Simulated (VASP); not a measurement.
# Ni (Fm-3m) in VASP: further runs

One crystal, Ni, is run at these levels: PBE+D3(BJ); tasks: single point.

Program: VASP 6.6.1. These are calculated values, not measurements. Logs are shortened: lines on timing, memory, paths and dates and some standing lists are left out, and cuts for length are marked.

## Step 1: The structure

Symmetry: Fm-3m, No. 225, cubic system. The conventional cell has a = 3.477 Å, b = 3.477 Å, c = 3.477 Å, α = 90.00°, β = 90.00°, γ = 90.00°. Ni (site symmetry m-3m) has 12 Ni at 2.46 Å as nearest neighbours.

## Step 2: Single point, PBE+D3(BJ), collinear spin, ferromagnetic start

File INCAR:

```
  PREC = Accurate
  ENCUT = 520
  EDIFF = 1E-7
  ISMEAR = 0
  SIGMA = 0.1
  LREAL = F
  LASPH = T
  NELM = 100
  ALGO = Normal
  ISIF = 2
  LWAVE = F
  LCHARG = F
  ISPIN = 2
  MAGMOM = 0.8
  LORBIT = 11
  LMAXMIX = 4
  GGA = PE
  IVDW = 12
```

File KPOINTS:

```
Automatic mesh
0
Gamma
  20 20 20
```

File POSCAR:

```
Ni                                      
1.0
    0.0000000000      1.7386479507      1.7386479507
    1.7386479507     -0.0000000000      1.7386479507
    1.7386479507      1.7386479507     -0.0000000000
  Ni            
     1
Direct
     0.0000000000000000    0.0000000000000000    0.0000000000000000
```

Potentials or basis: VASP PAW PBE potentials, release 64 (Ni).

Command:

```bash
cat potpaw_PBE.64/Ni/POTCAR > POTCAR
mpirun -np 1 vasp_std > vasp.out
```

OUTCAR:

```text
PREC = Accurate
   ENCUT = 520
   EDIFF = 1E-7
   ISMEAR = 0
   LREAL = F
   LASPH = T
   NELM = 100
   ISIF = 2
   ISPIN = 2
   LORBIT = 11
   GGA = PE
   IVDW = 12
 IVDW          = 12

 ion  position               nearest neighbor table
   1  0.000  0.000  0.000-

  LATTYP: Found a face centered cubic cell.
 ALAT       =     3.4772959014

  Lattice vectors:

 A1 = (   0.0000000000,   1.7386479507,   1.7386479507)
 A2 = (   1.7386479507,   0.0000000000,   1.7386479507)
 A3 = (   1.7386479507,   1.7386479507,   0.0000000000)

Analysis of symmetry for initial positions (statically):
=====================================================================
 Subroutine PRICEL returns:
 Original cell was already a primitive cell.

 Routine SETGRP: Setting up the symmetry group for a
 face centered cubic supercell.

 Subroutine GETGRP returns: Found 48 space group operations
 (whereof 48 operations were pure point group operations)
 out of a pool of 48 trial point group operations.

The static configuration has the point symmetry O_h .

Analysis of symmetry for dynamics (positions and initial velocities):
=====================================================================
 Subroutine PRICEL returns:
 Original cell was already a primitive cell.

 Routine SETGRP: Setting up the symmetry group for a
 face centered cubic supercell.

 Subroutine GETGRP returns: Found 48 space group operations
 (whereof 48 operations were pure point group operations)
 out of a pool of 48 trial point group operations.

The dynamic configuration has the point symmetry O_h .

Analysis of structural, dynamic, and magnetic symmetry:
=====================================================================
 Subroutine PRICEL returns:
 Original cell was already a primitive cell.

 Routine SETGRP: Setting up the symmetry group for a
 face centered cubic supercell.

 Subroutine GETGRP returns: Found 48 space group operations
 (whereof 48 operations were pure point group operations)
 out of a pool of 48 trial point group operations.

The overall configuration has the point symmetry O_h .

 Subroutine INISYM returns: Found 48 space group operations
 (whereof 48 operations are pure point group operations),
 and found     1 'primitive' translations

----------------------------------------------------------------------------------------

                                     Primitive cell

  volume of cell :      10.5115

  direct lattice vectors                    reciprocal lattice vectors
     0.000000000  1.738647951  1.738647951    -0.287579783  0.287579783  0.287579783
     1.738647951  0.000000000  1.738647951     0.287579783 -0.287579783  0.287579783
     1.738647951  1.738647951  0.000000000     0.287579783  0.287579783 -0.287579783

  length of vectors
     2.458819512  2.458819512  2.458819512     0.498102795  0.498102795  0.498102795

  position of ions in fractional coordinates (direct lattice)
     0.000000000  0.000000000  0.000000000

  ion indices of the primitive-cell ions
   primitive index   ion index
                 1           1

----------------------------------------------------------------------------------------

 KPOINTS: Automatic mesh

Automatic generation of k-mesh.
 Grid dimensions read from file:
 generate k-points for:   20   20   20

 Generating k-lattice:

  Cartesian coordinates                     Fractional coordinates (reciprocal lattice)
    -0.014378989  0.014378989  0.014378989     0.050000000  0.000000000  0.000000000
     0.014378989 -0.014378989  0.014378989     0.000000000  0.050000000  0.000000000
     0.014378989  0.014378989 -0.014378989     0.000000000  0.000000000  0.050000000

  Length of vectors
     0.024905140  0.024905140  0.024905140

  Shift w.r.t. Gamma in fractional coordinates (k-lattice)
     0.000000000  0.000000000  0.000000000

 Subroutine IBZKPT returns following result:
 ===========================================

 Found    256 irreducible k-points:

 Following reciprocal coordinates:
            Coordinates               Weight
  0.000000  0.000000  0.000000      1.000000
  0.050000  0.000000  0.000000      8.000000
  0.100000  0.000000  0.000000      8.000000
  0.150000  0.000000  0.000000      8.000000
  0.200000  0.000000  0.000000      8.000000
  0.250000  0.000000  0.000000      8.000000
[... 16 lines left out ...]
 -0.400000  0.050000  0.000000     24.000000
 -0.350000  0.050000  0.000000     24.000000
 [... further k-points ...]
   k-points           NKPTS =    256   k-points in BZ     NKDIM =    256   number of bands    NBANDS=      9
   number of dos      NEDOS =    301   number of ions     NIONS =      1
   total plane-waves  NPLWV =   5832
   dimension x,y,z NGX =    18 NGY =   18 NGZ =   18
   dimension x,y,z NGXF=    36 NGYF=   36 NGZF=   36
   ions per type =               1
   NGX,Y,Z   is equivalent  to a cutoff of  12.17, 12.17, 12.17 a.u.
   NGXF,Y,Z  is equivalent  to a cutoff of  24.34, 24.34, 24.34 a.u.
 SYSTEM =  unknown system
   PREC   = accura    normal or accurate (medium, high low for compatibility)
   ISTART =      0    job   : 0-new  1-cont  2-samecut
   ICHARG =      2    charge: 1-file 2-atom 10-const
   ISPIN  =      2    spin polarized calculation?
   LNONCOLLINEAR =      F non collinear calculations
   LSORBIT =      F    spin-orbit coupling
   LASPH  =      T    aspherical Exc in radial PAW
   ENCUT  =  520.0 eV  38.22 Ry    6.18 a.u.   4.57  4.57  4.57*2*pi/ulx,y,z
   NELM   =    100;   NELMIN=  2; NELMDL= -5     # of ELM steps
   EDIFF  = 0.1E-06   stopping-criterion for ELM
   LREAL  =      F    real-space projection
   EDIFFG = 0.1E-05   stopping-criterion for IOM
   NSW    =      0    number of steps for IOM
   IBRION =     -1    ionic relax: 0-MD 1-quasi-New 2-CG
   NFREE  =      0    steps in history (QN), initial steepest desc. (CG)
   ISIF   =      2    stress and relaxation
   ISYM   =      2    0-nonsym 1-usesym 2-fastsym
   POTIM  = 0.5000    time-step for ionic-motion
   TEBEG  =    0.0;   TEEND  =   0.0 temperature during run
   PSTRESS=    0.0 pullay stress
   NELECT =      10.0000    total number of electrons
   NUPDOWN=      -1.0000    fix difference up-down
   EMIN   =  10.00;   EMAX   =-10.00  energy-range for DOS
   EFERMI =   0.00;   METHOD = LEGACY
   ISMEAR =     0;   SIGMA  =   0.10  broadening in eV -4-tet -1-fermi 0-gaus
   EFERMI_NEDOS =   21; number of points for ismear=-14 and -15
   IALGO  =     38    algorithm
   IMIX   =      4    mixing-type and parameters
     AMIX     =   0.40;   BMIX     =  1.00
     AMIX_MAG =   1.60;   BMIX_MAG =  1.00
  volume/ion in A,a.u.               =      10.51        70.94
  Fermi-wavevector in a.u.,A,eV,Ry     =   1.610101  3.042650 35.272096  2.592426
  Thomas-Fermi vector in A             =   2.705705
   LORBIT       =     11    0 simple, 1 ext, 2 COOP (PROOUT), +10 PAW based schemes
   GGA     = PE    functional components
   LHFCALC =     F    Hartree Fock is set to
   AEXX    =    0.0000 exact exchange contribution
   IVDW    =    12    specifies the selected vdW correction
   LEPSILON=     F    determine dielectric tensor
   LRPA    =     F    only Hartree local field effects (RPA)
 spin polarized calculation
 Gauss-broadening in eV      SIGMA  =   0.10
  energy-cutoff  :      520.00
  volume of cell :       10.51
 maximum number of plane-waves:       296
   NGX =  9   NGY =  9   NGZ =  9

 number of electron      10.0000000 magnetization       0.8000000

 number of electron       9.9999999 magnetization       0.6230389

 Free energy of the ion-electron system (eV)
  ---------------------------------------------------
  ext. energy  EPLUGINS =         0.00000000
  ---------------------------------------------------
  free energy    TOTEN  =        -5.46662874 eV

  energy without entropy =       -5.45821618  energy(sigma->0) =       -5.46242246

 E-fermi :   9.8736     XC(G=0): -13.4603

 val. band max:        9.8719190111   @ k =   0.4000   0.0000   0.0000
 cond. band min:       9.8746381692   @ k =  -0.2500   0.1000   0.0000
 fundamental gap:      0.0027191581
 Fermi energy:         9.8735526628

 spin component 1

 k-point     1 :       0.0000    0.0000    0.0000
  band No.  band energies     occupation
      1       0.6201      1.00000
      2       7.3486      1.00000
      3       7.3486      1.00000
      4       7.3486      1.00000
      5       8.5832      1.00000
      6       8.5832      1.00000
      7      33.8893      0.00000
      8      38.0209      0.00000
      9      38.0209      0.00000

 k-point     2 :       0.0500    0.0000    0.0000
  band No.  band energies     occupation
      1       0.7206      1.00000
      2       7.3216      1.00000
      3       7.3718      1.00000
      4       7.3718      1.00000
      5       8.5730      1.00000
      6       8.5730      1.00000
      7      33.6167      0.00000
      8      36.6273      0.00000
      9      37.7835      0.00000

 k-point     3 :       0.1000    0.0000    0.0000
  band No.  band energies     occupation
      1       1.0187      1.00000
      2       7.2472      1.00000
      3       7.4345      1.00000
      4       7.4345      1.00000
      5       8.5492      1.00000
      6       8.5492      1.00000
      7      32.2358      0.00000
      8      35.2915      0.00000
      9      37.2820      0.00000
[... 229 lines left out ...]
 k-point    23 :      -0.4000    0.0500    0.0000
  band No.  band energies     occupation
      1       4.7838      1.00000
      2       7.3728      1.00000
      3       7.4373      1.00000
      4       8.2423      1.00000
      5       9.1065      1.00000
      6       9.6163      0.99986
      7      17.4056      0.00000
      8      31.8355      0.00000
      9      34.1522      0.00000

 k-point    24 :      -0.3500    0.0500    0.0000
  band No.  band energies     occupation
      1       4.5085      1.00000
      2       7.4355      1.00000
      3       7.4931      1.00000
      4       7.6119      1.00000
      5       8.9345      1.00000
      6       9.3001      1.00000
      7      19.2937      0.00000
      8      31.9385      0.00000
      9      34.4123      0.00000

 [... further k-points ...]

 spin component 2

 k-point     1 :       0.0000    0.0000    0.0000
  band No.  band energies     occupation
      1       0.5879      1.00000
      2       8.0983      1.00000
      3       8.0983      1.00000
      4       8.0983      1.00000
      5       9.1669      1.00000
      6       9.1669      1.00000
      7      33.7327      0.00000
      8      37.9993      0.00000
      9      37.9993      0.00000

 k-point     2 :       0.0500    0.0000    0.0000
  band No.  band energies     occupation
      1       0.6885      1.00000
      2       8.0679      1.00000
      3       8.1225      1.00000
      4       8.1225      1.00000
      5       9.1561      1.00000
      6       9.1561      1.00000
      7      33.4897      0.00000
      8      36.6193      0.00000
      9      37.7818      0.00000

 k-point     3 :       0.1000    0.0000    0.0000
  band No.  band energies     occupation
      1       0.9871      1.00000
      2       7.9829      1.00000
      3       8.1864      1.00000
      4       8.1864      1.00000
      5       9.1321      1.00000
      6       9.1321      1.00000
      7      32.2233      0.00000
      8      35.2117      0.00000
      9      37.3126      0.00000
[... 229 lines left out ...]
 k-point    23 :      -0.4000    0.0500    0.0000
  band No.  band energies     occupation
      1       5.1342      1.00000
      2       7.9778      1.00000
      3       8.0548      1.00000
      4       8.5113      1.00000
      5       9.8507      0.62660
      6      10.2329      0.00000
      7      17.7246      0.00000
      8      31.7703      0.00000
      9      34.1865      0.00000

 k-point    24 :      -0.3500    0.0500    0.0000
  band No.  band energies     occupation
      1       4.7276      1.00000
      2       7.9638      1.00000
      3       8.0776      1.00000
      4       8.1210      1.00000
      5       9.6617      0.99863
      6       9.9913      0.04791
      7      19.5437      0.00000
      8      31.8998      0.00000
      9      34.4252      0.00000

 [... further k-points ...]

------------------------ aborting loop because EDIFF is reached ----------------------------------------

 Edisp (eV)   -0.47942

 E8    (eV) :    -0.2073

  FORCE on cell =-STRESS in cart. coord.  units (eV):
  Direction    XX          YY          ZZ          XY          YZ          ZX
  --------------------------------------------------------------------------------------
  -------------------------------------------------------------------------------------
  Total      -0.00029    -0.00029    -0.00029     0.00000     0.00000    -0.00000
  in kB      -0.04389    -0.04389    -0.04389     0.00000     0.00000    -0.00000
  external pressure =       -0.04 kB  Pullay stress =        0.00 kB

 VOLUME and BASIS-vectors are now :
 -----------------------------------------------------------------------------
  energy-cutoff  :      520.00
  volume of cell :       10.51
      direct lattice vectors                 reciprocal lattice vectors
     0.000000000  1.738647951  1.738647951    -0.287579783  0.287579783  0.287579783
     1.738647951  0.000000000  1.738647951     0.287579783 -0.287579783  0.287579783
     1.738647951  1.738647951  0.000000000     0.287579783  0.287579783 -0.287579783

 POSITION                                       TOTAL-FORCE (eV/Angst)
 -----------------------------------------------------------------------------------
      0.00000      0.00000      0.00000        -0.000000     -0.000000      0.000000
 -----------------------------------------------------------------------------------
    total drift:                                0.000000     -0.000000      0.000000

  FREE ENERGIE OF THE ION-ELECTRON SYSTEM (eV)
  ---------------------------------------------------
  free  energy   TOTEN  =        -5.9460497260 eV

  energy  without entropy=       -5.9376371665  energy(sigma->0) =       -5.94184345

 total charge

# of ion       s       p       d       tot
------------------------------------------
    1        0.513   0.529   8.331   9.373

 magnetization (x)

# of ion       s       p       d       tot
------------------------------------------
    1       -0.006  -0.025   0.664   0.632
```

Run time: 27 s. Hardware: 1 thread of AMD EPYC 9R14 (Zen 4), shared host; peak memory 0.13 GiB.

What came out:

```yaml
Free_energy: -5.9460 eV
Pressure: 0.0 GPa
Band_gap_on_the_k_mesh: none (metal or under the smearing width)
Net_moment: 0.62 μB per cell
Site_moments: Ni +0.63 μB
Valence_electrons_inside_the_program's_atomic_spheres: Ni 9.37
Dispersion_energy_per_atom: -0.479 eV
```

Caveat: pairwise dispersion overbinds metals, which lowers pressure and volume.

## Step 3: Single point, PBE+D3(BJ), collinear spin, ferromagnetic start (a relaxed cell with its volume scaled by 0.97)

INCAR is that of step 2.

KPOINTS is that of step 2.

File POSCAR:

```
Ni                                      
1.0
    0.0000000000      1.7210846494      1.7210846494
    1.7210846494     -0.0000000000      1.7210846494
    1.7210846494      1.7210846494     -0.0000000000
  Ni            
     1
Direct
     0.0000000000000000    0.0000000000000000    0.0000000000000000
```

Potentials or basis: VASP PAW PBE potentials, release 64 (Ni).

Command:

```bash
cat potpaw_PBE.64/Ni/POTCAR > POTCAR
mpirun -np 1 vasp_std > vasp.out
```

Run time: 28 s. Hardware: 1 thread of AMD EPYC 9R14 (Zen 4), shared host; peak memory 0.13 GiB.

It converged, with:

| Property | Result |
| --- | --- |
| Free energy | -5.9392 eV |
| Pressure | 7.1 GPa |
| Band gap on the k mesh | none (metal or under the smearing width) |
| Net moment | 0.62 μB per cell |
| Site moments | Ni +0.62 μB |
| Valence electrons inside the program's atomic spheres | Ni 9.43 |
| Dispersion energy per atom | -0.495 eV |

Levels at points of the mesh, in eV from the Fermi level:
Spin up:
```csv
k point,band 3,band 4,band 5,band 6,band 7,band 8
"(0.00, 0.00, 0.00)",-2.60,-2.60,-1.32,-1.32,24.27,28.65
"(0.50, 0.00, 0.00)",-2.59,-0.59,-0.59,-0.42,6.14,22.73
"(0.50, 0.50, 0.00)",-0.54,-0.44,-0.44,2.49,9.81,15.44
```
Spin down:
```tsv
k point	band 3	band 4	band 5	band 6	band 7	band 8
(0.00, 0.00, 0.00)	-1.86	-1.86	-0.74	-0.74	24.12	28.62
(0.50, 0.00, 0.00)	-1.99	-0.47	0.16	0.16	6.57	22.60
(0.50, 0.50, 0.00)	0.07	0.42	0.42	2.46	10.06	15.46
```

Caveat: pairwise dispersion overbinds metals, which lowers pressure and volume.
